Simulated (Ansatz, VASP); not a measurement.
# One calculation of InSb, two programs

```xyz
2
Lattice="0.0000 3.3180 3.3180 3.3180 0.0000 3.3180 3.3180 3.3180 0.0000" Properties=species:S:1:pos:R:3 pbc="T T T"
In    0.0000    0.0000    0.0000
Sb    4.9770    4.9770    4.9770
```

Alike in both runs: functional PBE; k mesh 12 × 12 × 12; occupations gaussian, width 0.1 eV; no spin polarisation.

Ansatz relaxed the structure, and its values are those at the end. VASP's run is a single point on that final structure, the one shown.

|  | VASP | Ansatz |
| --- | --- | --- |
| version | VASP 6.6.1 | Ansatz 0.2.0 |
| potentials or method | VASP PAW PBE potentials, release 64 (In_d, Sb) | scalar-relativistic, plane waves, PAW |
| plane-wave cutoff (eV) | 520 | 420 |
| valence electrons in the cell | 18 | 28 |

|  | VASP | Ansatz | Ansatz less VASP |
| --- | --- | --- | --- |
| gap on the k mesh at the Fermi level (eV) | none | none | - |
| pressure (GPa) | 0.0 | 0.0 | +0.03 |

A gap of «none» marks a metal or a gap that the smearing closes. The two sets of potentials don't hold the same shells in valence.

Caveats: this crystal is a semiconductor, whose small gap the functional closes, so the metal is an error of the method. Spin-orbit coupling is left out, which matters for the levels of Sb.
